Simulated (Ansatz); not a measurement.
**A film clamped to a substrate in LiCl**

Method: DFT PBE, scalar-relativistic, plane waves, PAW in Ansatz. The runs took a 420 eV cutoff, a Γ-centred 8×8×8 mesh and Gaussian smearing (0.05 eV). No spin polarisation. Energies are free energies at this smearing, counted from the undisturbed cell; pressure is positive in compression.

The undisturbed cell (as given, not relaxed at this level; it stands at 0.4 GPa):

```xyz
2
Lattice="0.0000 2.5648 2.5648 2.5648 0.0000 2.5648 2.5648 2.5648 0.0000" Properties=species:S:1:pos:R:3 pbc="T T T"
Li    0.0000    0.0000    0.0000
Cl    2.5648    2.5648    2.5648
```

The cell (2 atoms, V0 = 33.74 Å³) is strained by p along both x and y and by q along z, fractional coordinates fixed. τp = (1/V0) ∂E/∂p = (σxx + σyy)(1 + p)(1 + q) and τq = (1/V0) ∂E/∂q = σzz(1 + p)², with tension positive.

| p | q | ΔE (meV/atom) | τp (GPa) | τq (GPa) |
| --- | --- | --- | --- | --- |
| 0.000 | 0.000 | 0.00 | -0.80 | -0.40 |
| -0.040 | 0.000 | 18.62 | -8.63 | -2.20 |
| 0.040 | 0.000 | 7.85 | 4.13 | 1.37 |
| 0.000 | -0.040 | 7.20 | -2.69 | -3.25 |
| 0.000 | 0.040 | 2.25 | 0.89 | 1.31 |

Task: Get the second derivatives of the energy density.

Result: Central differences give A = ∂τp/∂p = 159 GPa (C11 + C22 + 2 C12), C = ∂τq/∂q = 57 GPa (C33) and the cross term B = ∂τq/∂p = 45 GPa (C13 + C23); ∂τp/∂q = 45 GPa must equal B, and any difference shows higher-order terms. Steps this large leave an error of some per cent of A or C in all of these, which can swamp a small B. The ions are clamped. In a cubic crystal C11 = C = 57, C12 = B/2 = 22.3 GPa and A should be 2(C11 + C12) = 159 GPa; the bulk modulus is (C11 + 2 C12)/3 = 34 GPa.

Task: A film of this crystal grows with z along the normal on a substrate that imposes p. How does its thickness respond, and what does the misfit cost?

Result: Count p and q from the stress-free cell. A free surface needs τq = 0, so q = −(B/C) p = -0.78 p. The energy density left is (A − B²/C) p²/2 = M p², with the biaxial modulus M = 62 GPa; a misfit of 1 % costs 0.66 meV/atom, against 0.84 meV/atom if the thickness were held.

At p = 0.080 the energies along q are 29.2 (q = -0.080), 23.8 (q = -0.040), 32.0 (q = 0.000), 48.1 (q = 0.040), 68.3 (q = 0.080) meV/atom.

Task: Does the linear rule hold at this misfit?

Result: A parabola through the lowest point and its neighbours has its minimum at q = -0.044, 23.7 meV/atom. With the stress left in the starting cell, τp0 and τq0, linear elasticity gives q = −(τq0 + Bp)/C = -0.055 and E = V0(τp0 p + τq0 q + Ap²/2 + Bpq + Cq²/2)/N = 37.8 meV/atom. The energies differ by more than a tenth, so the quadratic law fails here: the gap holds the anharmonic part, with some error from the wide steps. Cubic terms also shift the vertex of so wide a parabola.